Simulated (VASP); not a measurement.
**MgO in VASP: one cell, several levels of theory**

Aim: gap, levels, forces and stress of MgO, CsCl type, under +1.9 % strain along z alone at fixed geometry. Runs: PBE, r2SCAN. This is a trial cell built on a prototype, not taken from a measured structure, and it needn't be the compound's ground state.

The runs shown are made with VASP 6.6.1. PAW datasets, plane waves. Simulation only: spin-unpolarised, and no claim that this is the phase found in nature.

**1. The system as given**

The cell comes from an earlier relaxation with r2SCAN in another program, then strained, with the atoms relaxed again.

Space group P4/mmm (No. 123), tetragonal; conventional cell a = 2.623 Å, c = 2.675 Å, 9.20 Å³ an atom. Mg has 8 O at 2.29 Å and 4 Mg at 2.62 Å; O has 8 Mg at 2.29 Å and 4 O at 2.62 Å.

As a file:

```cif
data_structure
_symmetry_space_group_name_H-M 'P4/mmm'
_symmetry_Int_Tables_number 123
_cell_length_a 2.6233
_cell_length_b 2.6233
_cell_length_c 2.6745
_cell_angle_alpha 90.000
_cell_angle_beta 90.000
_cell_angle_gamma 90.000
_cell_volume 18.41
loop_
_atom_site_label
_atom_site_type_symbol
_atom_site_symmetry_multiplicity
_atom_site_Wyckoff_symbol
_atom_site_fract_x
_atom_site_fract_y
_atom_site_fract_z
_atom_site_occupancy
Mg1 Mg 1 a 0.00000 0.00000 0.00000 1
O1 O 1 d 0.50000 0.50000 0.50000 1
```

**2. PBE at this geometry**

Contents of INCAR:

```
ENCUT = 520.000000
SIGMA = 0.020000
EDIFF = 1.00e-07
GGA = PE
PREC = Accurate
IBRION = -1
ISIF = 2
ISMEAR = -1
NBANDS = 11
NELM = 120
NSW = 0
LASPH = .TRUE.
LCHARG = .TRUE.
LELF = .TRUE.
LWAVE = .FALSE.
LREAL = .FALSE.
```

Contents of KPOINTS:

```
KPOINTS created by Atomic Simulation Environment
0
Gamma
10 10 10
0 0 0
```

Contents of KPOINTS_OPT:

```
special points
5
Reciprocal
0.0000000000 0.0000000000 0.0000000000 1
0.0000000000 0.5000000000 0.0000000000 1
0.5000000000 0.5000000000 0.0000000000 1
0.5000000000 0.5000000000 0.5000000000 1
0.0000000000 0.5000000000 0.5000000000 1
```

Contents of POSCAR:

```
Mg O
 1.0000000000000000
     2.6233491285000001    0.0000000000000000    0.0000000000000000
     0.0000000000000000    2.6233491285000001    0.0000000000000000
     0.0000000000000000    0.0000000000000000    2.6745044364999999
 Mg  O
   1   1
Cartesian
  0.0000000000000000  0.0000000000000000  0.0000000000000000
  1.3116745642500001  1.3116745642500001  1.3372522182500002
```

Potentials: the recommended PBE PAW datasets, 8 valence electrons in the neutral cell.

Launch:

```
$ mpirun -np 1 vasp_std
```

**3. r2SCAN at this geometry**

Contents of INCAR:

```
ENCUT = 520.000000
SIGMA = 0.010000
EDIFF = 1.00e-07
ALGO = Normal
METAGGA = R2SCAN
PREC = Accurate
IBRION = -1
ISIF = 2
ISMEAR = 0
NBANDS = 11
NELM = 120
NSW = 0
LASPH = .TRUE.
LCHARG = .TRUE.
LELF = .TRUE.
LWAVE = .FALSE.
LREAL = .FALSE.
```

KPOINTS is that of step 2.

KPOINTS_OPT is that of step 2.

POSCAR is that of step 2.

**Question.** What will these runs give? Wanted: for each run, gap; pressure.

The runs gave:

| level | gap (eV) | pressure (GPa) |
| --- | --- | --- |
| PBE | 2.36 | 2.52 |
| r2SCAN | 3.18 | -4.03 |

In words: The gap runs from 2.36 eV (PBE) to 3.18 eV (r2SCAN). The pressure is highest with PBE (2.5 GPa) and lowest with r2SCAN (-4.0 GPa), which orders the cells that they would relax to.
